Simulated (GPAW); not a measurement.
**PbSe (Clausthalite) in GPAW: convergence with smearing width (eV)**

PbSe (Clausthalite):

```
Pb Se
1.0
     0.00000    3.06065    3.06065
     3.06065    0.00000    3.06065
     3.06065    3.06065    0.00000
Pb Se
1 1
Direct
  0.00000 0.00000 0.00000
  0.50000 0.50000 0.50000
```

| Quantity | Value |
| --- | --- |
| Program | GPAW 26.7.0 |
| Task | convergence study |
| Functional | RPBE |
| Potentials or basis | the program's PAW data sets (release 1.2.1) made for this functional |
| Cutoff | 600 eV |
| Basis | pw |
| k mesh | 8 × 8 × 8 |
| Occupations | methfessel-paxton, width 0.5 eV |
| Spin | no spin polarisation |

These are the settings of the first run; the series varies smearing width (eV), with any setting tied to it.

Hardware: 1 thread of Arm Neoverse V1 (shared host).

```
smearing width (eV)  energy less the tightest run, at zero smearing (meV/atom)  pressure (GPa)  gap on the mesh (eV)  SCF cycles  CPU time (s)  peak memory (GiB)
                0.5                                                      -1.06            3.91                 0.000           9            18               0.17
                0.3                                                       0.05            4.00                 0.324           9            18               0.17
                0.2                                                       0.07            4.01                 0.324           9            18               0.17
               0.15                                                       0.01            4.02                 0.323           9            18               0.17
                0.1                                                       0.01            4.02                 0.324           9            18               0.17
               0.05                                                       0.01            4.02                 0.324           9            18               0.17
              0.025                                                       0.00            4.02                 0.324           9            18               0.17
               0.01                                                       0.00            4.02                 0.324           9            18               0.17
```

Against the tightest run, the energy stays within 1 meV/atom from 0.3 on; the pressure stays within 0.1 GPa from 0.3 on; the gap on the mesh stays within 0.01 eV from 0.3 on. The tightest run that finished is the yardstick and may itself not be fully converged.

Caveat, for the tightest run too: this smearing can pin the Fermi level at a band edge; spin-orbit coupling is left out, which as a rule narrows the gap of such compounds by several tenths of an eV.
